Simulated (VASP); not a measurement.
Here is a VASP 6.6.1 calculation.

INCAR

```
PREC = Accurate
ENCUT = 520
EDIFF = 1E-7
ISMEAR = 0
SIGMA = 0.02
LREAL = False
LASPH = True
NELM = 100
ALGO = Normal
ISIF = 2
LWAVE = False
LCHARG = False
GGA = PE
NBANDS = 16
```

Contents of KPOINTS:

```
Automatic mesh
0
Gamma
  4 4 4
```

File POSCAR:

```
GaAs
1.0
    0.0000000000      2.8268500000      2.8268500000
    2.8268500000      0.0000000000      2.8268500000
    2.8268500000      2.8268500000      0.0000000000
Ga As
1 1
Direct
    0.0000000000      0.0000000000      0.0000000000
    0.2500000000      0.2500000000      0.2500000000
```

Potentials or basis: VASP PAW PBE potentials, release 64 (Ga_d, As).

Command:

```bash
$ cat potpaw_PBE.64/Ga_d/POTCAR potpaw_PBE.64/As/POTCAR > POTCAR
$ mpirun -np 1 vasp_std > vasp.out
```

**Question.** What does it give for the band gap on the k mesh?

**Answer.** 0.51 eV, direct.

**Question.** Estimate the pressure.

**Answer.** 3.7 GPa.

Caveat: the k mesh is coarse (spacing up to 0.48 Å⁻¹), so the values aren't converged. A k mesh can miss the band edges.
